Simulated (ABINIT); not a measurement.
Set up this calculation in ABINIT 10.8.3 (patched build), as the native input.

```
Task                                            : equation of state
Functional                                      : BLYP
Dispersion                                      : D3
Potentials or basis                             : JTH PAW PBE v2.0
Cutoff                                          : 599 eV
k mesh                                          : 8 × 8 × 8
Occupations                                     : fermi-dirac, width 0.05 eV
Spin                                            : no spin polarisation
Fine-grid cutoff                                : 1197.3 eV
Exchange and correlation inside the PAW spheres : full angular mesh (pawxcdev 0, this build's default; the released program takes 1)
```

CdS (Hawleyite):

```
Cd S
1.0
     0.00000    2.91650    2.91650
     2.91650    0.00000    2.91650
     2.91650    2.91650    0.00000
Cd S
1 1
Direct
  0.00000 0.00000 0.00000
  0.75000 0.75000 0.75000
```

The input as run:

run.abi

```
# Datasets: one volume each
ndtset 7
getwfk -1
scalecart1 3*0.9795861087
scalecart2 3*0.9864848297
scalecart3 3*0.9932883884
scalecart4 3*1.0000000000
scalecart5 3*1.0066227096
scalecart6 3*1.0131594038
scalecart7 3*1.0196128224

# Pseudopotentials
pp_dirpath "./"
pseudos "Cd.GGA_PBE-JTH.xml, S.GGA_PBE-JTH.xml"

# Structure
acell 3*1.0 Angstrom
rprim
     0.0000000000     2.9165000000     2.9165000000
     2.9165000000     0.0000000000     2.9165000000
     2.9165000000     2.9165000000     0.0000000000
ntypat 2
znucl 48 16
natom 2
typat 1 2
xred
     0.0000000000     0.0000000000     0.0000000000
     0.7500000000     0.7500000000     0.7500000000

# Plane-wave basis
ecut 22.0
pawecutdg 44.0

# k points
kptopt 1
ngkpt 8 8 8
nshiftk 1
shiftk 0.0 0.0 0.0

# Exchange and correlation
ixc -106131
vdw_xc 6

# Bands and occupations
nband 13
occopt 3
tsmear 0.05 eV

# SCF cycle
nstep 100
tolvrs 1.0e-9

# Output
iomode 3
prtwf 1
prtden 0
prteig 0
prtebands 0
```

Potentials or basis: JTH PAW PBE v2.0.

Launch:

```console
$ abinit run.abi > log 2>&1
```

It gave:

```json
{"Equilibrium volume": "25.48 Å³/atom", "Bulk modulus": "60 GPa", "Pressure derivative of the bulk modulus": "5.1"}
```

Caveat: pressures at fixed basis lie under the slope of the energies; the PAW data sets were made with another functional, which shifts forces and pressure a little.

It took 2.8 min on 1 thread of Arm Neoverse V2, on a shared host, peak memory 0.16 GiB.
